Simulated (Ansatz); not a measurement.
Consider Te2Mo (layers cut from the bulk crystal).

The cell holds 3 atoms: 2 Te and 1 Mo. Its edges and angles: a = 3.444 Å, b = 3.444 Å, c = 30.500 Å, α = 90.0°, β = 90.0°, γ = 120.0°. It derives from Te2Mo. Vacuum lies along c.

```xyz
3
Lattice="3.4442 0.0000 0.0000 -1.7221 2.9828 0.0000 0.0000 0.0000 30.5000" Properties=species:S:1:pos:R:3
Te    0.0000    1.9885   13.4343
Mo    1.7221    0.9943   15.2500
Te    0.0000    1.9885   17.0657
```

The structure was relaxed with PBEsol-D3(BJ). At the settings of the band run the largest force is still 0.09 eV/Å. The runs that relaxed it are not among those shown. Spin-orbit coupling is left out unless a run names it. PAW set soft_2, made with PBE.

Gaps computed with Ansatz 0.2.0 without a self-energy: PBEsol 1.27 eV, r2SCAN 1.38 eV and HSE06 1.73 eV.

Q: Estimate the G0W0@PBEsol gap with 9×9×1 mesh, 711 empty bands, screening to 100 eV, default PAW files.

About 1.72 eV: on its mesh the run moves the gap from 1.31 eV by +0.45 eV, and the mesh misses the edges by 0.04 eV. Among the scalar-relativistic levels given, HSE06 is nearest (+0.01 eV). Bands and cutoff are finite, so the gap is not at the basis limit. The miss can reach some tenths of an eV and take either sign; the mesh is an error of its own. The mesh in the plane is coarse for a sheet; gap and any exciton binding can still move on denser ones. The many-body steps are scalar-relativistic: spin-orbit coupling is not in them.

[Paths, hosts, dates, memory and timing lines, banners, echoed tables and standing remarks are left out of the program output.]

[Logs are printed without paths, hosts, clocks, repeated set-up lines and the standing remarks that a program may print on its own settings, such as how far it seeks lower states.]

[Runs of the session that timed out or met a known fault of the program may be left out.]

[Cells called generated may have been cut or substituted from an entry of the Crystallography Open Database or the Materials Project.]

[Hosts, paths, dates, database ids (printed as entryN), source tags and the programs' standing remarks are cut or masked in the printed files.]
